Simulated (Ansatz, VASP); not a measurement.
One calculation of SbSe2, two programs

INCAR

```
SYSTEM = SbSe2
PREC = Accurate ; ENCUT = 600
EDIFF = 1E-7 ; ISMEAR = 0
SIGMA = 0.1 ; LREAL = .FALSE.
LASPH = .TRUE. ; NELM = 100
ALGO = Normal ; ISIF = 3
LWAVE = .FALSE. ; LCHARG = .FALSE.
GGA = PE ; IBRION = 2
NSW = 90 ; EDIFFG = -0.04
```

KPOINTS

```
Automatic mesh
0
G
  6 6 4
  0 0 0
```

POSCAR

```
SbSe2
1.0
    3.7422370200      0.0000000000      0.0000000000
   -1.8711185100      3.2408723300      0.0000000000
    0.0000000000      0.0000000000      6.8232374400
Sb Se
1 2
Direct
    0.0000000000      0.0000000000      0.0000000000
    0.6666666700      0.3333333300      0.7542821200
    0.3333333300      0.6666666700      0.2457178800
```

Input for Ansatz:

```yaml
crystal:
  lattice:
    - [3.74223702, 0.0, 0.0]
    - [-1.87111851, 3.24087233, 0.0]
    - [0.0, 0.0, 6.82323744]
  atoms:
    - { symbol: Sb, position: [0.0, 0.0, 0.0] }
    - { symbol: Se, position: [0.66666667, 0.33333333, 0.75428212] }
    - { symbol: Se, position: [0.33333333, 0.66666667, 0.24571788] }
basis:
  ecutwfc: 420
kpoints:
  mp_grid: { grid: [6, 6, 4] }
hamiltonian:
  xc: pbe
scf:
  occupations: { method: gaussian, width: 0.1 }
  lower_state_search: "off"
output:
  forces: true
  stress: true
  eigenvalues: true
relax:
  adjacent_minimum: "off"
  f_tol: 0.04
  max_steps: 70
  cell: { stress_tol: 0.4 }
```

Change from the starting cell: species swapped into the TaS2 type (P-3m1, No. 164).

Alike in both runs: task relaxation of cell and atoms; functional PBE; k mesh 6 × 6 × 4; occupations gaussian, width 0.1 eV; no spin polarisation.

|  | VASP | Ansatz |
| --- | --- | --- |
| version | VASP 6.6.1 | Ansatz 0.2.0 |
| potentials or method | VASP PAW PBE potentials, release 64 (Sb, Se) | scalar-relativistic, plane waves, PAW |
| plane-wave cutoff (eV) | 600 | 420 |
| valence electrons in the cell | 17 | 47 |

|  | VASP | Ansatz | Ansatz less VASP |
| --- | --- | --- | --- |
| gap on the k mesh at the Fermi level, each at its own relaxed structure (eV) | none | none | - |
| relaxed volume (Å³/atom) | 29.71 | 29.83 | +0.126 |
| relaxed cell length with the largest relative difference (Å) | 6.806 | 6.824 | +0.0175 |
| energy change over the relaxation (meV/atom) | -34 | -35 | -0.6 |

A gap of «none» marks a metal or a gap that the smearing closes. The two sets of potentials don't hold the same shells in valence.

Caveats: this functional lacks dispersion, which binds the layers, so the pressure and a relaxed spacing across them are unreliable. Spin-orbit coupling is left out, which matters for the levels of Sb.
